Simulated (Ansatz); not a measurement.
**AlN: the cell at several levels of theory**

The task here is to estimate one member of a computed series from the others.

The runs shown are made with Ansatz 0.2.0. PAW datasets, plane waves, zero pressure. No spin polarisation and no zero-point or thermal motion; the cell was built from a prototype and may be hypothetical.

**The system as given**

This is the cell as the run starts from it, not yet at rest; its lengths are not the crystal's.

Space group P6_3mc (No. 186), hexagonal; a = 2.925 Å, c = 9.554 Å in the conventional setting, 8.85 Å³ an atom. Al has 4 N at 1.79 Å; N has 4 Al at 1.79 Å.

Coordinates:

```xyz
8
Lattice="2.9252 0.0000 0.0000 -1.4626 2.5333 0.0000 0.0000 0.0000 9.5536" Properties=species:S:1:pos:R:3 pbc="T T T"
Al    0.0000    0.0000    0.0000
Al    0.0000    1.6889    2.3884
Al    0.0000    0.0000    4.7768
Al    1.4626    0.8444    7.1652
N     0.0000    0.0000    1.7913
N     0.0000    1.6889    4.1797
N     0.0000    0.0000    6.5681
N     1.4626    0.8444    8.9565
```

The first run:

Contents of input.yaml:

```yaml
crystal:
  lattice:
    - [2.9251806508, 0.0, 0.0]
    - [-1.4625903254, 2.5332807543, 0.0]
    - [0.0, 0.0, 9.5536400056]
  atoms:
    - { symbol: Al, position: [0.0, 0.0, 0.0] }
    - { symbol: Al, position: [0.3333333333, 0.6666666667, 0.25] }
    - { symbol: Al, position: [0.0, 0.0, 0.5] }
    - { symbol: Al, position: [0.6666666667, 0.3333333333, 0.75] }
    - { symbol: "N", position: [0.0, 0.0, 0.1875] }
    - { symbol: "N", position: [0.3333333333, 0.6666666667, 0.4375] }
    - { symbol: "N", position: [0.0, 0.0, 0.6875] }
    - { symbol: "N", position: [0.6666666667, 0.3333333333, 0.9375] }
kpoints:
  mp_grid: { grid: [12, 12, 4] }
hamiltonian:
  xc: pbe
scf:
  occupations: { method: fermi_dirac, width: 0.02 }
relax:
  f_tol: 0.005
  cell: {}
```

On the command line:

```console
ansatz run input.yaml --threads 4 --pin off --max-ram 7372MiB --backend cpu --events-out ev --progress --plain --runs-dir out
```

Steps of the session up to this table: Relaxing with PBE; r2SCAN: cell and atoms; PBEsol: cell and atoms; Relaxation with LDA.

One table of the session follows, with a row left open; its other results are not shown here.

| level | a (Å) | c (Å) | volume (Å³/atom) |
| --- | --- | --- | --- |
| PBE | 3.121 | 10.111 | 10.660 |
| r2SCAN | 3.097 | 10.034 | 10.419 |
| PBEsol | 3.103 | 10.049 | 10.477 |
| LDA | ? | ? | ? |

Estimate the missing values for LDA.

The run gave: a (Å): 3.078; c (Å): 9.968; volume (Å³/atom): 10.225. In the column «a (Å)» it is the lowest.

**Reading.** From the start to the first minimum the volume moved by +20.5 %. The volume runs from LDA (least) to PBE (most), a spread of 4.2 %, or 1.4 % in length if all axes shared it alike. The meshes differ: PBE 12×12×4, r2SCAN 12×12×2, PBEsol 12×12×2, LDA 12×12×2.
